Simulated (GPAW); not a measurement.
Wanted: an ASE script for a GPAW 26.7.0 run.

* Task: single point
* Functional: PBE
* Potentials or basis: GPAW PAW data sets (gpaw-data 1.2.1)
* Cutoff: 600 eV
* Basis: pw
* k mesh: 8 × 8 × 8
* Occupations: fermi-dirac, width 0.05 eV
* Spin: no spin polarisation
* Hubbard terms: W d U = 5.3 eV
* Maxiter: 120
* Convergence: default

WC (Qusongite):

```
W C
1.0
     2.90650    0.00000    0.00000
    -1.45325    2.51710    0.00000
     0.00000    0.00000    2.83660
W C
1 1
Cartesian
  0.0000 0.0000 0.0000
  1.4533 0.8390 1.4183
```

The input as run:

run.py

```python
from ase import Atoms
from ase.dft.bandgap import bandgap
from ase.io import write
from ase.units import GPa
from gpaw import GPAW, PW

atoms = Atoms(['W', 'C'],
              cell=[[2.9065, 0.0, 0.0],
                    [-1.45325, 2.5171028361, 0.0],
                    [0.0, 0.0, 2.8366]],
              scaled_positions=[[0.0, 0.0, 0.0],
                                [0.6666666667, 0.3333333333, 0.5]],
              pbc=True)

calc = GPAW(mode=PW(600),
            xc='PBE',
            kpts={'size': (8, 8, 8), 'gamma': True},
            occupations={'name': 'fermi-dirac', 'width': 0.05},
            setups={'W': ':d,5.3'},
            nbands=19,
            maxiter=120,
            txt='gpaw.txt')
atoms.calc = calc
energy = atoms.get_potential_energy()
forces = atoms.get_forces()
stress = atoms.get_stress()
calc.write('gs.gpw')
write('result.traj', atoms)
print(f'Energy: {energy:.6f} eV')
print('Forces (eV/A):')
print(forces.round(4))
print('Stress (GPa):', (stress / GPa).round(3))
print('Fermi level:', round(calc.get_fermi_level(), 4), 'eV')
print(f'Gap: {bandgap(calc)[0]:.4f} eV, direct: {bandgap(calc, direct=True)[0]:.4f} eV')
```

Potentials or basis: GPAW PAW data sets (gpaw-data 1.2.1), pw.

Run with:

```sh
$ OMP_NUM_THREADS=1 python run.py
```

It gave:

The pressure is 11.5 GPa. The band gap on the k mesh is none (metal or under the smearing width).

Caveat: the cutoff is short for stress and forces, so pressures can be off by a GPa or more; U without spin polarisation on a metal has little footing; the U is typed as a test and isn't derived for this compound.

It took 18 s on 1 thread of Arm Neoverse V1 (shared host), peak memory 0.14 GiB.
